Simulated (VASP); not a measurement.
# Sn (Im-3m) in VASP: notebook, part 3 of 3

VASP 6.6.1.

### Step 4. Single point, RPBE

INCAR reads:

```
PREC     = Accurate       # precision mode
ENCUT    = 520            # plane-wave cutoff, eV
EDIFF    = 1E-6           # SCF threshold, eV
ISMEAR   = -1             # smearing method
SIGMA    = 0.1            # smearing width, eV
LREAL    = F              # projectors in reciprocal space
LASPH    = T              # aspherical terms in the spheres
NELM     = 60             # most SCF steps
ALGO     = Fast           # electronic algorithm
ISIF     = 2              # what is computed and relaxed
LWAVE    = F              # write WAVECAR
LCHARG   = T              # write CHGCAR
GGA      = RP             # functional
LELF     = T              # ELF
LVHAR    = T            
NBANDS   = 13             # bands
```

KPOINTS reads:

```
regular mesh
0
Gamma
  13 13 13
```

POSCAR reads:

```
Sn
1.0
   -1.9222643455      1.9222643455      1.9222643455
    1.9222643455     -1.9222643455      1.9222643455
    1.9222643455      1.9222643455     -1.9222643455
Sn
1
Direct
    0.0000000000      0.0000000000      0.0000000000
```

Potentials or basis: VASP PAW PBE potentials, release 64 (Sn_d).

Started as:

```
$ cat potpaw_PBE.64/Sn_d/POTCAR > POTCAR
$ mpirun -np 1 vasp_std > vasp.out
```

OUTCAR:

```text
PREC = Accurate
   ENCUT = 520
   EDIFF = 1E-6
   ISMEAR = -1
   LREAL = F
   LASPH = T
   NELM = 60
   ISIF = 2
   GGA = RP

 ion  position               nearest neighbor table
   1  0.000  0.000  0.000-

  LATTYP: Found a body centered cubic cell.
 ALAT       =     3.8445286910

  Lattice vectors:

 A1 = (  -1.9222643455,   1.9222643455,   1.9222643455)
 A2 = (   1.9222643455,  -1.9222643455,   1.9222643455)
 A3 = (   1.9222643455,   1.9222643455,  -1.9222643455)

Analysis of symmetry for initial positions (statically):
=====================================================================
 Subroutine PRICEL returns:
 Original cell was already a primitive cell.

 Routine SETGRP: Setting up the symmetry group for a
 body centered cubic supercell.

 Subroutine GETGRP returns: Found 48 space group operations
 (whereof 48 operations were pure point group operations)
 out of a pool of 48 trial point group operations.

The static configuration has the point symmetry O_h .

Analysis of symmetry for dynamics (positions and initial velocities):
=====================================================================
 Subroutine PRICEL returns:
 Original cell was already a primitive cell.

 Routine SETGRP: Setting up the symmetry group for a
 body centered cubic supercell.

 Subroutine GETGRP returns: Found 48 space group operations
 (whereof 48 operations were pure point group operations)
 out of a pool of 48 trial point group operations.

The dynamic configuration has the point symmetry O_h .

 Subroutine INISYM returns: Found 48 space group operations
 (whereof 48 operations are pure point group operations),
 and found     1 'primitive' translations

----------------------------------------------------------------------------------------

                                     Primitive cell

  volume of cell :      28.4118

  direct lattice vectors                    reciprocal lattice vectors
[... 114 lines left out ...]
   LEPSILON=     F    determine dielectric tensor
   LRPA    =     F    only Hartree local field effects (RPA)
 non-spin polarized calculation
 RMM-DIIS sequential band-by-band and
  energy-cutoff  :      520.00
  volume of cell :       28.41
 maximum number of plane-waves:       778
 NGX is ok and might be reduce to    28
   NGX = 13   NGY = 13   NGZ = 13

 number of electron      14.0000002 magnetization

 Free energy of the ion-electron system (eV)
  ---------------------------------------------------
  ext. energy  EPLUGINS =         0.00000000
  ---------------------------------------------------
  free energy    TOTEN  =        -3.41930839 eV

  energy without entropy =       -3.39750556  energy(sigma->0) =       -3.40840697

 E-fermi :   7.6588     XC(G=0): -10.0815

 val. band max:        7.6586142591   @ k =   0.3077   0.1538   0.1538
 cond. band min:       7.7494286363   @ k =  -0.3846   0.3846   0.3846
 fundamental gap:      0.0908143772
 Fermi energy:         7.6587980375

 k-point     1 :       0.0000    0.0000    0.0000
  band No.  band energies     occupation
      1     -13.9289      2.00000
      2     -13.9289      2.00000
      3     -13.9289      2.00000
      4     -13.8096      2.00000
      5     -13.8096      2.00000
      6      -3.0756      2.00000
      7      15.3072      0.00000
      8      15.3072      0.00000
      9      15.3072      0.00000
     10      19.6571      0.00000
     11      19.6583      0.00000
     12      19.6644      0.00000
     13      20.0638      0.00000
[... 354 lines left out ...]
  band No.  band energies     occupation
      1     -13.9471      2.00000
      2     -13.9098      2.00000
      3     -13.8241      2.00000
      4     -13.8147      2.00000
      5     -13.7952      2.00000
      6      -0.8515      2.00000
      7       7.5122      1.62478
      8      10.6444      0.00000
      9      11.8371      0.00000
     10      17.9251      0.00000
     11      18.3803      0.00000
     12      20.7210      0.00000
     13      22.1982      0.00000

 [... further k-points ...]

------------------------ aborting loop because EDIFF is reached ----------------------------------------

  FORCE on cell =-STRESS in cart. coord.  units (eV):
  Direction    XX          YY          ZZ          XY          YZ          ZX
  --------------------------------------------------------------------------------------
  -------------------------------------------------------------------------------------
  Total        0.0346440      0.0346440      0.0346440      0.0000000      0.0000000      0.0000000
  in kB        1.9536170      1.9536170      1.9536170      0.0000000      0.0000000      0.0000000
  external PRESSURE =       1.9536170 kB  Pullay stress =       0.0000000 kB

 VOLUME and BASIS-vectors are now :
 -----------------------------------------------------------------------------
  energy-cutoff  :      520.00
  volume of cell :       28.41
      direct lattice vectors                 reciprocal lattice vectors
    -1.922264345  1.922264345  1.922264345     0.000000000  0.260109907  0.260109907
     1.922264345 -1.922264345  1.922264345     0.260109907  0.000000000  0.260109907
     1.922264345  1.922264345 -1.922264345     0.260109907  0.260109907  0.000000000

 POSITION                                       TOTAL-FORCE (eV/Angst)
 -----------------------------------------------------------------------------------
      0.00000      0.00000      0.00000         0.000000      0.000000     -0.000000
 -----------------------------------------------------------------------------------
    total drift:                                0.000000     -0.000000     -0.000000

  FREE ENERGIE OF THE ION-ELECTRON SYSTEM (eV)
  ---------------------------------------------------
  free  energy   TOTEN  =        -3.4193083878 eV

  energy  without entropy=       -3.3975055575  energy(sigma->0) =       -3.40840697
```

OSZICAR:

```text
N       E                     dE             d eps       ncg     rms          rms(c)
DAV:   1     0.790587148716E+02    0.79059E+02   -0.72197E+03  2250   0.159E+03
DAV:   2     0.207357638313E+01   -0.76985E+02   -0.74577E+02  2324   0.330E+02
DAV:   3    -0.331446776418E+01   -0.53880E+01   -0.53682E+01  2640   0.721E+01
DAV:   4    -0.342304064681E+01   -0.10857E+00   -0.10855E+00  2569   0.109E+01
DAV:   5    -0.342680965752E+01   -0.37690E-02   -0.37689E-02  2829   0.199E+00    0.126E+00
RMM:   6    -0.342086999884E+01    0.59397E-02   -0.69874E-03  2740   0.110E+00    0.735E-01
RMM:   7    -0.341925569189E+01    0.16143E-02   -0.66239E-03  2671   0.981E-01    0.855E-02
RMM:   8    -0.341926540874E+01   -0.97168E-05   -0.85908E-04  3004   0.459E-01    0.318E-02
RMM:   9    -0.341930142261E+01   -0.36014E-04   -0.32415E-04  3188   0.195E-01    0.162E-02
RMM:  10    -0.341930495390E+01   -0.35313E-05   -0.71307E-05  3027   0.125E-01    0.206E-03
RMM:  11    -0.341930789176E+01   -0.29379E-05   -0.35223E-05  3403   0.593E-02    0.278E-03
RMM:  12    -0.341930838775E+01   -0.49600E-06   -0.33658E-06  2419   0.235E-02
   1 F= -.34193084E+01 E0= -.34084070E+01  d E =-.218028E-01
```

stdout:

```text
POSCAR found type information on POSCAR Sn
 POSCAR found :  1 types and       1 ions
 scaLAPACK will be used
 -----------------------------------------------------------------------------
|                                                                             |
|                                                                             |
|     You enforced a specific xc type in the INCAR file but a different       |
|     I HOPE YOU KNOW WHAT YOU ARE DOING!                                     |
|                                                                             |
 -----------------------------------------------------------------------------

 LDA part: xc-table for (Slater+PW92), standard interpolation
 POSCAR, INCAR and KPOINTS ok, starting setup
 FFT: planning ... GRIDC
 FFT: planning ... GRID_SOFT
 FFT: planning ... GRID
 WAVECAR not read
 entering main loop
```

Wall time 29 s (1 thread of Intel Xeon Platinum 8375C at 2.90GHz (Ice Lake), shared host); peak memory 0.16 GiB.

Results:

* Free energy: -3.4193 eV
* Pressure: 0.2 GPa
* Band gap on the k mesh: none (metal or under the smearing width)

Levels at points of the mesh, in eV from the Fermi level:
```
           k point  band 3  band 4  band 5  band 6  band 7  band 8  band 9  band 10  band 11  band 12
(0.00, 0.00, 0.00)  -21.59  -21.47  -21.47  -10.73    7.65    7.65    7.65    12.00    12.00    12.01
```

Caveat: the PAW data sets were made with another functional, which shifts forces and pressure a little.

### Step 5. Summary

| cell | k mesh | gap on the mesh (eV) | pressure (GPa) |
| --- | --- | --- | --- |
| Im-3m, 28.41 Å³/atom | 19 × 19 × 19 | none | 0.1 |
| Im-3m, 25.0 Å³/atom | 13 × 13 × 13 | none | 7.8 |
| Im-3m, 28.41 Å³/atom | 13 × 13 × 13 | none | 0.2 |

Alike in all rows: task single point; level RPBE; potentials or basis VASP PAW PBE potentials, release 64 (Sn_d); no spin polarisation; cutoff (eV) 520; smearing fermi-dirac 0.1 eV.

Every run on the cell as given and a fine mesh finds a metal.

Caveats: the PAW data sets were made with another functional, which shifts forces and pressure a little.

Total energies depend on the potentials used, so only differences within one code and one set of settings carry meaning.
